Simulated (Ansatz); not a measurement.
Crystal: TiNi.

```xyz
4
Lattice="3.8219 0.0000 0.0000 0.0000 3.8219 0.0000 0.0000 0.0000 3.6362" Properties=species:S:1:pos:R:3 pbc="T T T"
Ni    0.0000    0.0000    0.0000
Ni    1.9110    1.9110    0.0000
Ti    1.9110    0.0000    1.8879
Ti    0.0000    1.9110    1.7483
```

The cell comes from a database or a generator and needn't be the stable form of this composition.

Base run:

- Program: Ansatz 0.2.0
- Functional: PBEsol
- Potentials or basis: Ansatz PAW
- Cutoff: 420 eV (not typed: the program's choice for these potentials)
- k mesh: 6 × 6 × 6
- Occupations: fermi-dirac, width 0.05 eV
- Spin: collinear spin, ferromagnetic start
- Starting moments: [1.5, 1.5, 1.5, 1.5] μB
- Fixed moment: 6 μB

Its results: pressure 7.3 GPa; site moments Ni +1.03; Ti +1.31 μB; largest force 0.454 eV/Å.

**Question.** After a change of settings the same cell gave: pressure -1.9 GPa; site moments Ni +0.42; Ti +0.78 μB; largest force 0.211 eV/Å. Which change was it?
A. fixed moment from 6 μB to 8 μB; moments at the start from [1.5, 1.5, 1.5, 1.5] to [2.0, 2.0, 2.0, 2.0]
B. fixed moment from 6 μB to 1 μB; moments at the start from [1.5, 1.5, 1.5, 1.5] to [0.25, 0.25, 0.25, 0.25]
C. fixed moment from 6 μB to 3 μB; moments at the start from [1.5, 1.5, 1.5, 1.5] to [0.75, 0.75, 0.75, 0.75]
D. fixed moment from 6 μB to 4 μB; moments at the start from [1.5, 1.5, 1.5, 1.5] to [1.0, 1.0, 1.0, 1.0]

**Answer.** C.

Caveats: the total moment is fixed, so each spin has its own Fermi level; the PAW data sets come from PBE, with cores solved anew for the run's functional, which leaves a small shift of forces and pressure; the thresholds are loose for stress.
